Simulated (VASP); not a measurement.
The system is PbSe (Clausthalite).

```
Pb Se
1.0
     0.00000    3.06065    3.06065
     3.06065    0.00000    3.06065
     3.06065    3.06065    0.00000
Pb Se
1 1
Cartesian
  0.0000 0.0000 0.0000
  3.0606 3.0606 3.0606
```

* Program: VASP 6.6.1
* Task: relaxation of cell and atoms
* Functional: revTPSS
* Potentials or basis: VASP PAW PBE potentials, release 64 (Pb_d, Se)
* Cutoff: 600 eV
* k mesh: 8 × 8 × 8
* Occupations: fermi-dirac, width 0.05 eV
* Spin: no spin polarisation

At the start: pressure 1.2 GPa; volume 28.67 Å³/atom.

Task: Where does the relaxation end?

Result: Over 3 steps the energy falls by 2.2 meV/atom and the volume is 29.31 Å³/atom (+2.2 %); space group Fm-3m (No. 225, to 0.05 Å).

Step by step:
| step | energy change (eV) | largest force (eV/Å) | pressure (GPa) | volume (Å³) |
| --- | --- | --- | --- | --- |
| 1 | 0.0000 | 0.0000 | 1.17 | 57.34 |
| 2 | -0.0039 | 0.0000 | -0.39 | 59.09 |
| 3 | -0.0045 | 0.0000 | -0.01 | 58.61 |

Final structure:
```
Pb Se
1.0
     0.00000    3.08308    3.08308
     3.08308    0.00000    3.08308
     3.08308    3.08308    0.00000
Pb Se
1 1
Direct
  0.00000 0.00000 0.00000
  0.50000 0.50000 0.50000
```

The cell as given is a measured one (28.67 Å³/atom); revTPSS puts the equilibrium volume +2.2 % from it, thermal expansion not counted.

Caveat: the PAW data sets were made with another functional, which shifts forces and pressure a little.
